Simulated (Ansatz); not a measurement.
# Ba: the cost of one run

Program: Ansatz 0.2.0. Level of theory: DFT PBE, scalar-relativistic, plane waves, PAW. These are calculated values, not measurements.

The COD entry's cell or inner coordinates are ideal or old and differ from later refinements, so a difference from it is no clean test against experiment.

1 further run of the same task is left out (set aside as unsound or not needed).

## 1. The system as given

The structure is cubic, space group Im-3m (No. 229). Conventional cell: a = 5.013 Å, b = 5.013 Å, c = 5.013 Å, α = 90.00°, β = 90.00°, γ = 90.00°. Around Ba (site symmetry m-3m) lie 8 Ba at 4.34 Å.

As a file:

```
CELL_PARAMETERS angstrom
-2.50650 2.50650 2.50650
2.50650 -2.50650 2.50650
2.50650 2.50650 -2.50650
ATOMIC_POSITIONS crystal
Ba 0.00000 0.00000 0.00000
```

It is the result of an earlier relaxation at this level (volume 62.99 Å³/atom; gap on the mesh: none (metal)).

## 2. Building the [111] wire, 9 host atoms a period

The wire is cut from the relaxed crystal, periodic along c with vacuum across. Atoms and period relax; energies count from the bulk, -5949.5399 eV an atom.

The cell holds 9 Ba: a = 19.200 Å, b = 16.400 Å, c = 4.341 Å, α = 90.00°, β = 90.00°, γ = 90.00°.

## 3. Relaxation

Pressure and volume refer to the whole cell with its vacuum; only the period along c may change.

input.yaml reads:

```yaml
crystal:
  lattice:
    - [19.2, 0.0, 0.0]
    - [0.0, 16.4, 0.0]
    - [0.0, 0.0, 4.3413853492]
  atoms:
    - { symbol: Ba, position: [0.3401133844, 0.2838581528, 0.0] }
    - { symbol: Ba, position: [0.3401133844, 0.7161418472, 0.0] }
    - { symbol: Ba, position: [0.2335223073, 0.5, 0.6666666667] }
    - { symbol: Ba, position: [0.6598866156, 0.5, 0.0] }
    - { symbol: Ba, position: [0.5532955385, 0.2838581528, 0.6666666667] }
    - { symbol: Ba, position: [0.5532955385, 0.7161418472, 0.6666666667] }
    - { symbol: Ba, position: [0.4467044615, 0.5, 0.3333333333] }
    - { symbol: Ba, position: [0.7664776927, 0.2838581528, 0.3333333333] }
    - { symbol: Ba, position: [0.7664776927, 0.7161418472, 0.3333333333] }
basis:
  ecutwfc: 420
kpoints:
  mp_grid: { grid: [1, 1, 8] }
hamiltonian:
  xc: pbe
scf:
  occupations: { method: gaussian, width: 0.05 }
output:
  forces: true
  stress: true
  eigenvalues: true
  populations: true
  write_density: true
  write_potential: true
  elf: true
  volumetric_format: npy
relax:
  adjacent_minimum: "off"
  f_tol: 0.02
  max_steps: 45
  cell: { fix: [a, b, alpha, beta, gamma], stress_tol: 0.03 }
```

The run is started by

```sh
$ ansatz run input.yaml --threads 4 --pin off --max-ram 9216MiB --backend cpu --events-out ev --progress --plain --runs-dir out
```

**Question.** How long does this run take on 4 threads of Arm Neoverse V2, shared host, and how much memory does it need?

About 4.2 min, with a peak of 1.8 GiB.
